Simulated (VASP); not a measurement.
# ZrB2 (P6/mmm) in VASP: a series of runs

Runs on ZrB2. Level: PBE. Tasks: relaxation of cell and atoms.

Everything below comes from runs of VASP 6.6.1. Logs are shortened: lines on timing, memory, paths and dates and some standing lists are left out, and cuts for length are marked.

## (1) The structure

Symmetry: P6/mmm, No. 191, hexagonal system. The conventional cell has a = 3.170 Å, b = 3.170 Å, c = 3.533 Å, α = 90.00°, β = 90.00°, γ = 120.00°. Zr (site symmetry 6/mmm) has 12 B at 2.54 Å as nearest neighbours. B (site symmetry -6m2) has 3 B at 1.83 Å as nearest neighbours.

## (2) Relaxation of cell and atoms, PBE

INCAR

```
ALGO = Normal
EDIFF = 1E-7
EDIFFG = -0.002
ENCUT = 350
GGA = PE
IBRION = 2
ISIF = 3
ISMEAR = 0
LASPH = True
LCHARG = False
LREAL = False
LWAVE = False
NELM = 60
NSW = 80
PREC = Accurate
SIGMA = 0.1
```

KPOINTS

```
k-points
0
Gamma
  15 15 12
```

POSCAR

```
ZrB2
1.0
    3.1700000000      0.0000000000      0.0000000000
   -1.5850000000      2.7453005300      0.0000000000
    0.0000000000      0.0000000000      3.5330000000
Zr B
1 2
Direct
    0.0000000000      0.0000000000      0.0000000000
    0.3333333300      0.6666666700      0.5000000000
    0.6666666700      0.3333333300      0.5000000000
```

Potentials or basis: VASP PAW PBE potentials, release 64 (Zr_sv, B).

Command:

```sh
$ cat potpaw_PBE.64/Zr_sv/POTCAR potpaw_PBE.64/B/POTCAR > POTCAR
$ mpirun -np 1 vasp_std > vasp.out
```

OUTCAR:

```text
EDIFF = 1E-7
   EDIFFG = -0.002
   ENCUT = 350
   GGA = PE
   IBRION = 2
   ISIF = 3
   ISMEAR = 0
   LASPH = True
   LREAL = False
   NELM = 60
   NSW = 80
   PREC = Accurate

 ion  position               nearest neighbor table
   1  0.000  0.000  0.000-   2 2.54   3 2.54   2 2.54   3 2.54   3 2.54   3 2.54   2 2.54   2 2.54
                             3 2.54   3 2.54   2 2.54   2 2.54
   2  0.333  0.667  0.500-   3 1.83   3 1.83   3 1.83   1 2.54   1 2.54   1 2.54   1 2.54   1 2.54
                             1 2.54
   3  0.667  0.333  0.500-   2 1.83   2 1.83   2 1.83   1 2.54   1 2.54   1 2.54   1 2.54   1 2.54
                             1 2.54

  LATTYP: Found a hexagonal cell.
 ALAT       =     3.1700000000
 C/A-ratio  =     1.1145110410

  Lattice vectors:

 A1 = (   3.1700000000,   0.0000000000,   0.0000000000)
 A2 = (  -1.5850000000,   2.7453005300,   0.0000000000)
 A3 = (   0.0000000000,   0.0000000000,   3.5330000000)

Analysis of symmetry for initial positions (statically):
=====================================================================
 Subroutine PRICEL returns:
 Original cell was already a primitive cell.

 Routine SETGRP: Setting up the symmetry group for a
 hexagonal supercell.

 Subroutine GETGRP returns: Found 24 space group operations
 (whereof 24 operations were pure point group operations)
 out of a pool of 24 trial point group operations.

The static configuration has the point symmetry D_6h.

Analysis of symmetry for dynamics (positions and initial velocities):
=====================================================================
 Subroutine PRICEL returns:
 Original cell was already a primitive cell.

 Routine SETGRP: Setting up the symmetry group for a
 hexagonal supercell.

 Subroutine GETGRP returns: Found 24 space group operations
 (whereof 24 operations were pure point group operations)
 out of a pool of 24 trial point group operations.

The dynamic configuration has the point symmetry D_6h.

 Subroutine INISYM returns: Found 24 space group operations
 (whereof 24 operations are pure point group operations),
 and found     1 'primitive' translations

----------------------------------------------------------------------------------------

                                     Primitive cell

  volume of cell :      30.7463

  direct lattice vectors                    reciprocal lattice vectors
     3.170000000  0.000000000  0.000000000     0.315457413  0.182129422  0.000000000
    -1.585000000  2.745300530  0.000000000     0.000000000  0.364258845  0.000000000
     0.000000000  0.000000000  3.533000000     0.000000000  0.000000000  0.283045570

  length of vectors
     3.170000000  3.170000000  3.533000000     0.364258845  0.364258845  0.283045570

  position of ions in fractional coordinates (direct lattice)
     0.000000000  0.000000000  0.000000000
     0.333333330  0.666666670  0.500000000
     0.666666670  0.333333330  0.500000000

  ion indices of the primitive-cell ions
   primitive index   ion index
                 1           1
                 2           2
                 3           3

----------------------------------------------------------------------------------------

 KPOINTS: k-points

Automatic generation of k-mesh.
 Grid dimensions read from file:
 generate k-points for:   15   15   12

 Generating k-lattice:

  Cartesian coordinates                     Fractional coordinates (reciprocal lattice)
     0.021030494  0.012141961  0.000000000     0.066666667  0.000000000  0.000000000
     0.000000000  0.024283923  0.000000000     0.000000000  0.066666667  0.000000000
     0.000000000  0.000000000  0.023587131     0.000000000  0.000000000  0.083333333

  Length of vectors
     0.024283923  0.024283923  0.023587131

  Shift w.r.t. Gamma in fractional coordinates (k-lattice)
     0.000000000  0.000000000  0.000000000

 Subroutine IBZKPT returns following result:
 ===========================================

 Found    189 irreducible k-points:

 Following reciprocal coordinates:
            Coordinates               Weight
  0.000000  0.000000  0.000000      1.000000
  0.066667  0.000000  0.000000      6.000000
  0.133333  0.000000  0.000000      6.000000
  0.200000 -0.000000  0.000000      6.000000
  0.266667  0.000000  0.000000      6.000000
  0.333333 -0.000000  0.000000      6.000000
[... 16 lines left out ...]
  0.333333  0.200000  0.000000     12.000000
  0.400000  0.200000  0.000000      6.000000
 [... further k-points ...]
   k-points           NKPTS =    189   k-points in BZ     NKDIM =    189   number of bands    NBANDS=     13
   number of dos      NEDOS =    301   number of ions     NIONS =      3
   total plane-waves  NPLWV =   9600
   dimension x,y,z NGX =    20 NGY =   20 NGZ =   24
   dimension x,y,z NGXF=    40 NGYF=   40 NGZF=   48
   ions per type =               1   2
   NGX,Y,Z   is equivalent  to a cutoff of  10.49, 10.49, 11.29 a.u.
   NGXF,Y,Z  is equivalent  to a cutoff of  20.98, 20.98, 22.59 a.u.
 SYSTEM =  unknown system
   PREC   = accura    normal or accurate (medium, high low for compatibility)
   ISTART =      0    job   : 0-new  1-cont  2-samecut
   ICHARG =      2    charge: 1-file 2-atom 10-const
   ISPIN  =      1    spin polarized calculation?
   LNONCOLLINEAR =      F non collinear calculations
   LSORBIT =      F    spin-orbit coupling
   LASPH  =      T    aspherical Exc in radial PAW
   ENCUT  =  350.0 eV  25.72 Ry    5.07 a.u.   4.84  4.84  5.39*2*pi/ulx,y,z
   NELM   =     60;   NELMIN=  2; NELMDL= -5     # of ELM steps
   EDIFF  = 0.1E-06   stopping-criterion for ELM
   LREAL  =      F    real-space projection
   EDIFFG = -.2E-02   stopping-criterion for IOM
   NSW    =     80    number of steps for IOM
   IBRION =      2    ionic relax: 0-MD 1-quasi-New 2-CG
   NFREE  =      1    steps in history (QN), initial steepest desc. (CG)
   ISIF   =      3    stress and relaxation
   ISYM   =      2    0-nonsym 1-usesym 2-fastsym
   POTIM  = 0.5000    time-step for ionic-motion
   TEBEG  =    0.0;   TEEND  =   0.0 temperature during run
   PSTRESS=    0.0 pullay stress
   NELECT =      18.0000    total number of electrons
   NUPDOWN=      -1.0000    fix difference up-down
   EMIN   =  10.00;   EMAX   =-10.00  energy-range for DOS
   EFERMI =   0.00;   METHOD = LEGACY
   ISMEAR =     0;   SIGMA  =   0.10  broadening in eV -4-tet -1-fermi 0-gaus
   EFERMI_NEDOS =   21; number of points for ismear=-14 and -15
   IALGO  =     38    algorithm
   IMIX   =      4    mixing-type and parameters
     AMIX     =   0.40;   BMIX     =  1.00
     AMIX_MAG =   1.60;   BMIX_MAG =  1.00
  volume/ion in A,a.u.               =      10.25        69.16
  Fermi-wavevector in a.u.,A,eV,Ry     =   1.369519  2.588016 25.518847  1.875582
  Thomas-Fermi vector in A             =   2.495387
   LORBIT       =      0    0 simple, 1 ext, 2 COOP (PROOUT), +10 PAW based schemes
   GGA     = PE    functional components
   LHFCALC =     F    Hartree Fock is set to
   AEXX    =    0.0000 exact exchange contribution
   IVDW    =     0    specifies the selected vdW correction
   LEPSILON=     F    determine dielectric tensor
   LRPA    =     F    only Hartree local field effects (RPA)
 conjugate gradient relaxation of ions
 non-spin polarized calculation
 Gauss-broadening in eV      SIGMA  =   0.10
  energy-cutoff  :      350.00
  volume of cell :       30.75
 maximum number of plane-waves:       470
 NGX is ok and might be reduce to    20
   NGX =  9   NGY =  9   NGZ = 11

--------------------------------------- Ionic step        1  -------------------------------------------

 number of electron      18.0000000 magnetization

 Free energy of the ion-electron system (eV)
  ---------------------------------------------------
  ext. energy  EPLUGINS =         0.00000000
  ---------------------------------------------------
  free energy    TOTEN  =       -24.97327512 eV

  energy without entropy =      -24.97217270  energy(sigma->0) =      -24.97272391

------------------------ aborting loop because EDIFF is reached ----------------------------------------

  FORCE on cell =-STRESS in cart. coord.  units (eV):
  Direction    XX          YY          ZZ          XY          YZ          ZX
  --------------------------------------------------------------------------------------
  -------------------------------------------------------------------------------------
  Total       -0.0036256     -0.0036256      0.1571557      0.0000000      0.0000000     -0.0000000
  in kB       -0.1889299     -0.1889299      8.1893209      0.0000000      0.0000000     -0.0000000
  external PRESSURE =       2.6038204 kB  Pullay stress =       0.0000000 kB

 VOLUME and BASIS-vectors are now :
 -----------------------------------------------------------------------------
  energy-cutoff  :      350.00
  volume of cell :       30.75
      direct lattice vectors                 reciprocal lattice vectors
     3.170000000  0.000000000  0.000000000     0.315457413  0.182129422  0.000000000
    -1.585000000  2.745300530  0.000000000     0.000000000  0.364258845  0.000000000
     0.000000000  0.000000000  3.533000000     0.000000000  0.000000000  0.283045570
[... 112 lines left out ...]
 POSITION                                       TOTAL-FORCE (eV/Angst)
 -----------------------------------------------------------------------------------
     -1.58386      2.74333      3.54095         0.000000     -0.000000     -0.000000
     -0.00000      1.82888      1.77047        -0.000000     -0.000000     -0.000000
      1.58386      0.91444      1.77047         0.000000      0.000000      0.000000
 -----------------------------------------------------------------------------------
    total drift:                               -0.000000      0.000000      0.000000

  FREE ENERGIE OF THE ION-ELECTRON SYSTEM (eV)
  ---------------------------------------------------
  free  energy   TOTEN  =       -24.9734369891 eV

  energy  without entropy=      -24.9723353859  energy(sigma->0) =      -24.97288619

--------------------------------------- Ionic step        5  -------------------------------------------

 number of electron      18.0000000 magnetization

 Free energy of the ion-electron system (eV)
  ---------------------------------------------------
  ext. energy  EPLUGINS =         0.00000000
  ---------------------------------------------------
  free energy    TOTEN  =       -24.97344518 eV

  energy without entropy =      -24.97234293  energy(sigma->0) =      -24.97289406

 E-fermi :  10.5081     XC(G=0): -12.4371

 val. band max:       10.4982796762   @ k =   0.0667   0.0667   0.4167
 cond. band min:      10.5302161680   @ k =   0.1333   0.1333   0.2500
 fundamental gap:      0.0319364918
 Fermi energy:        10.5081326204

 k-point     1 :       0.0000    0.0000    0.0000
  band No.  band energies     occupation
      1     -38.1197      2.00000
      2     -16.3128      2.00000
      3     -15.7548      2.00000
      4     -15.7548      2.00000
      5      -2.2094      2.00000
      6       7.9032      2.00000
      7       7.9032      2.00000
      8       7.9290      2.00000
      9       8.1457      2.00000
     10      13.9109      0.00000
     11      13.9109      0.00000
     12      14.6653      0.00000
     13      14.6653      0.00000

 k-point     2 :       0.0667    0.0000    0.0000
  band No.  band energies     occupation
      1     -38.1147      2.00000
      2     -16.3053      2.00000
      3     -15.7983      2.00000
      4     -15.7642      2.00000
      5      -2.1203      2.00000
      6       7.6347      2.00000
      7       7.9055      2.00000
      8       8.0168      2.00000
      9       8.0462      2.00000
     10      13.8543      0.00000
     11      14.0575      0.00000
[... 339 lines left out ...]
 k-point    24 :       0.4000    0.2000    0.0000
  band No.  band energies     occupation
      1     -37.9937      2.00000
      2     -16.5827      2.00000
      3     -16.1815      2.00000
      4     -16.1250      2.00000
      5       2.1789      2.00000
      6       2.2632      2.00000
      7       4.9928      2.00000
      8       7.1318      2.00000
      9       9.5062      2.00000
     10      10.2826      1.99858
     11      13.2471      0.00000
     12      14.6681      0.00000
     13      16.8747      0.00000

 [... further k-points ...]
[... 5 lines left out ...]
  --------------------------------------------------------------------------------------
  -------------------------------------------------------------------------------------
  Total        0.0002599      0.0002599     -0.0019539      0.0000000      0.0000000      0.0000000
  in kB        0.0135261      0.0135261     -0.1016916      0.0000000      0.0000000      0.0000000
  external PRESSURE =      -0.0248798 kB  Pullay stress =       0.0000000 kB

 VOLUME and BASIS-vectors are now :
 -----------------------------------------------------------------------------
  energy-cutoff  :      350.00
  volume of cell :       30.78
      direct lattice vectors                 reciprocal lattice vectors
     3.168573080  0.000000000 -0.000000000     0.315599475  0.182211442  0.000000000
    -1.584286540  2.744064781 -0.000000000    -0.000000000  0.364422883  0.000000000
     0.000000000 -0.000000000  3.540471715     0.000000000  0.000000000  0.282448239

 POSITION                                       TOTAL-FORCE (eV/Angst)
 -----------------------------------------------------------------------------------
      0.00000      0.00000     -0.00000         0.000000      0.000000     -0.000000
     -0.00000      1.82938      1.77024        -0.000000      0.000000      0.000000
      1.58429      0.91469      1.77024         0.000000     -0.000000      0.000000
 -----------------------------------------------------------------------------------
    total drift:                                0.000000      0.000000      0.000000

  FREE ENERGIE OF THE ION-ELECTRON SYSTEM (eV)
  ---------------------------------------------------
  free  energy   TOTEN  =       -24.9734451843 eV

  energy  without entropy=      -24.9723429286  energy(sigma->0) =      -24.97289406

 reached required accuracy - stopping structural energy minimisation
```

Run time: 70 s. Hardware: 1 thread of Intel Xeon Platinum 8488C (Sapphire Rapids), shared host; peak memory 0.16 GiB.

These settings aren't checked as converged: the numbers below hold their error.

What came out:

* Free energy: -24.9734 eV
* Relaxed volume: 10.26 Å³/atom
* Relaxed cell: a = 3.169 Å, b = 3.169 Å, c = 3.540 Å, α = 90.00°, β = 90.00°, γ = 120.00°
* Space group after relaxing (to 0.05 Å): P6/mmm (No. 191)
* Energy gained by relaxing: 0.1 meV/atom
* Ionic steps: 5
* Band gap on the k mesh: none (metal or under the smearing width)

Caveat: the cutoff is under 1.25 times the usual one of these potentials, so pressure, stress and relaxed cells hold a basis-set (Pulay) error.

## (3) Relaxation of cell and atoms, PBE

INCAR is that of step 2.

KPOINTS is that of step 2.

POSCAR

```
ZrB2                                    
1.0
    3.1685730803      0.0000000000     -0.0000000000
   -1.5842865402      2.7440647813     -0.0000000000
    0.0000000000     -0.0000000000      3.5404717153
  Zr              B             
     1     2
Direct
     0.0000000000000000    0.0000000000000000    0.0000000000000000
     0.3333333300000021    0.6666666699999979    0.5000000000000000
     0.6666666699999979    0.3333333300000021    0.5000000000000000
```

Potentials or basis: VASP PAW PBE potentials, release 64 (Zr_sv, B).

Command:

```sh
$ cat potpaw_PBE.64/Zr_sv/POTCAR potpaw_PBE.64/B/POTCAR > POTCAR
$ mpirun -np 1 vasp_std > vasp.out
```

It took 26 s on 1 thread of Intel Xeon Platinum 8488C (Sapphire Rapids), shared host; peak memory 0.16 GiB.

The run converged, but some of its settings lie outside the range that counts as converged, so its numbers aren't taken as properties of the crystal.

Results:

* Free energy: -24.9737 eV
* Band gap on the k mesh: none (metal or under the smearing width)

Caveat: the cutoff is under 1.25 times the usual one of these potentials, so pressure, stress and relaxed cells hold a basis-set (Pulay) error; the relaxation stopped at its first step, so nothing moved.
